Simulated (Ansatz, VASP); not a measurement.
**BN: VASP beside Ansatz**

The input INCAR:

```
SYSTEM = BN
PREC     = Accurate       ! precision mode
ENCUT    = 520            ! plane-wave cutoff, eV
EDIFF    = 1E-6           ! SCF threshold, eV
ISMEAR   = 0              ! smearing method
SIGMA    = 0.05           ! smearing width, eV
LREAL    = .False.        ! projectors in reciprocal space
LASPH    = .True.         ! aspherical terms in the spheres
NELM     = 60             ! most SCF steps
ALGO     = Normal         ! electronic algorithm
ISIF     = 2              ! what is computed and relaxed
LWAVE    = .False.        ! write WAVECAR
LCHARG   = .False.        ! write CHGCAR
GGA      = PS             ! functional
NBANDS   = 16             ! bands
```

KPOINTS

```
regular mesh
0
Gamma
  12 12 4
  0 0 0
```

Contents of POSCAR:

```
BN
1.0
    2.3787921191      0.0000000000      0.0000000000
   -1.1893960596      2.0600944054      0.0000000000
    0.0000000000      0.0000000000      6.9942600000
B N
2 2
Direct
    0.3333333333      0.6666666667      0.2500000000
    0.6666666667      0.3333333333      0.7500000000
    0.3333333333      0.6666666667      0.7500000000
    0.6666666667      0.3333333333      0.2500000000
```

Input for Ansatz:

```yaml
crystal:
  lattice:
    - [2.3787921191, 0.0, 0.0]
    - [-1.1893960596, 2.0600944054, 0.0]
    - [0.0, 0.0, 6.99426]
  atoms:
    - { symbol: B, position: [0.3333333333, 0.6666666667, 0.25] }
    - { symbol: B, position: [0.6666666667, 0.3333333333, 0.75] }
    - { symbol: "N", position: [0.3333333333, 0.6666666667, 0.75] }
    - { symbol: "N", position: [0.6666666667, 0.3333333333, 0.25] }
basis:
  ecutwfc: 420
kpoints:
  mp_grid: { grid: [12, 12, 4] }
hamiltonian:
  xc: pbesol
scf:
  occupations: { method: gaussian, width: 0.05 }
output:
  forces: true
  stress: true
  eigenvalues: true
```

Change from the starting cell: strain -0.050 along x and y, +0.050 along z, atoms carried along.

Alike in both runs: task single point; functional PBEsol; k mesh 12 × 12 × 4; occupations gaussian, width 0.05 eV; no spin polarisation.

```csv
,VASP,Ansatz
version,VASP 6.6.1,Ansatz 0.2.0
potentials or method,"VASP PAW PBE potentials, release 64 (B, N)","scalar-relativistic, plane waves, PAW"
plane-wave cutoff (eV),520,420
valence electrons in the cell,16,16
```

```csv
,VASP,Ansatz,Ansatz less VASP
gap on the k mesh at the Fermi level (eV),4.49,4.51,+0.014
least direct gap on the mesh (eV),4.97,4.98,+0.008
pressure (GPa),44.4,44.0,-0.36
largest component of the traceless stress (GPa),44.38,43.83,-0.550
```

Caveats: so large a pressure means that the cell lies far from this level's equilibrium, or that cutoff or potentials fall short (VASP); the potentials were made for another functional, which shifts forces and pressure (VASP); this functional lacks dispersion, which binds the layers, so the pressure and a relaxed spacing across them are unreliable. A k mesh can miss the band edges.
